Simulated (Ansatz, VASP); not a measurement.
## BAs2 in VASP and in Ansatz

Contents of INCAR:

```
SYSTEM = BAs2
PREC     = Accurate       ! precision mode
ENCUT    = 520            ! plane-wave cutoff, eV
EDIFF    = 1E-6           ! SCF threshold, eV
ISMEAR   = 0              ! smearing method
SIGMA    = 0.1            ! smearing width, eV
LREAL    = .FALSE.        ! projectors in reciprocal space
LASPH    = .TRUE.         ! aspherical terms in the spheres
NELM     = 60             ! most SCF steps
ALGO     = Normal         ! electronic algorithm
ISIF     = 2              ! what is computed and relaxed
LWAVE    = .FALSE.        ! write WAVECAR
LCHARG   = .TRUE.         ! write CHGCAR
GGA      = PE             ! functional
LELF     = .TRUE.         ! ELF
LVHAR    = .TRUE.       
NBANDS   = 14             ! bands
```

Contents of KPOINTS:

```
regular mesh
0
G
  18 18 10
  0 0 0
```

POSCAR

```
BAs2
1.0
    3.3289786864      0.0000000000      0.0000000000
   -1.6644893432      2.8829801111      0.0000000000
    0.0000000000      0.0000000000      4.6938091542
B As
1 2
Direct
    0.0000000000      0.0000000000      0.0000000000
    0.3333333333      0.6666666667      0.2584308738
    0.6666666667      0.3333333333      0.7415691262
```

Input for Ansatz:

```yaml
crystal:
  lattice:
    - [3.3289786864, 0.0, 0.0]
    - [-1.6644893432, 2.8829801111, 0.0]
    - [0.0, 0.0, 4.6938091542]
  atoms:
    - { symbol: B, position: [0.0, 0.0, 0.0] }
    - { symbol: As, position: [0.3333333333, 0.6666666667, 0.2584308738] }
    - { symbol: As, position: [0.6666666667, 0.3333333333, 0.7415691262] }
basis:
  ecutwfc: 420
kpoints:
  mp_grid: { grid: [18, 18, 10] }
  band_path:
    path:
      - [[0.0, 0.0, 0.0], [0.5, 0.0, 0.0], [0.33333333, 0.33333333, 0.0], [0.0, 0.0, 0.0], [0.0, 0.0, 0.5], [0.5, 0.0, 0.5], [0.33333333, 0.33333333, 0.5], [0.0, 0.0, 0.5]]
      - [[0.5, 0.0, 0.5], [0.5, 0.0, 0.0]]
      - [[0.33333333, 0.33333333, 0.5], [0.33333333, 0.33333333, 0.0]]
    npoints: 14
hamiltonian:
  xc: pbe
scf:
  occupations: { method: gaussian, width: 0.1 }
  n_extra_bands: 7
output:
  forces: true
  stress: true
  eigenvalues: true
  populations: true
  dos: { projected: true, de: 0.02, nscf_kmesh: { grid: [22, 22, 12] } }
  bader: true
  write_density: true
  write_potential: true
  elf: true
  volumetric_format: npy
```

The cell was built by a generator and needn't be a form met in nature.

Alike in both runs: task single point; functional PBE; k mesh 18 × 18 × 10; occupations gaussian, width 0.1 eV; no spin polarisation.

|  | VASP | Ansatz |
| --- | --- | --- |
| version | VASP 6.6.1 | Ansatz 0.2.0 |
| potentials or method | VASP PAW PBE potentials, release 64 (B, As) | scalar-relativistic, plane waves, PAW |
| plane-wave cutoff (eV) | 520 | 420 |
| valence electrons in the cell | 13 | 33 |

VASP gave:

| Property | Result |
| --- | --- |
| gap on the k mesh at the Fermi level (eV) | none |
| pressure (GPa) | 0.3 |
| rms of the force components (eV/Å) | 0.013 |

Question: Estimate Ansatz's values.

Answer: gap on the k mesh at the Fermi level (eV): none; pressure (GPa): 0.0; rms of the force components (eV/Å): 0.000.

Atom by atom the forces differ by 0.013 eV/Å (rms over components). A gap of «none» marks a metal or a gap that the smearing closes. The functional is the same, so the differences come from potentials, cutoffs and numerics. The two sets of potentials don't hold the same shells in valence.
